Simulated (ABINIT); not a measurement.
Crystal: BaS.

```
CELL_PARAMETERS angstrom
0.00000 3.19375 3.19375
3.19375 0.00000 3.19375
3.19375 3.19375 0.00000
ATOMIC_POSITIONS crystal
Ba 0.00000 0.00000 0.00000
S 0.50000 0.50000 0.50000
```

Program: ABINIT 10.8.3 (patched build). Alike in all runs: no spin polarisation; cell as given; k mesh 7 × 7 × 7; smearing fermi-dirac 0.05 eV.

Task: Order these runs on this cell by their band gap on the k mesh, lowest first.
A. level r2SCAN; potentials or basis JTH PAW PBE v2.0; cutoff (eV) 653; fine-grid cutoff 1251.72 eV
B. level TB-mBJ; potentials or basis JTH PAW LDA v2.0; cutoff (eV) 653; fine-grid cutoff 1251.72 eV
C. level PBEsol; potentials or basis PseudoDojo NC SR PBEsol v0.4.1 standard; cutoff (eV) 707

Result: C (2.08 eV), A (2.53 eV), B (3.27 eV).

Caveats: spin-orbit coupling is left out, which moves the levels of the heavy elements; this set's barium file shifts pressures by 1.5 GPa and gaps by 0.1 eV against other sets (some runs); this release of the barium file is off (some runs); an odd mesh through Γ misses points on the zone boundary, where band edges often lie (some runs); the constant c of TB-mBJ comes from the pseudo density here, which moves gaps by up to 0.3 eV between sets of potentials (some runs).

Runs at the PBE level aren't shown here.
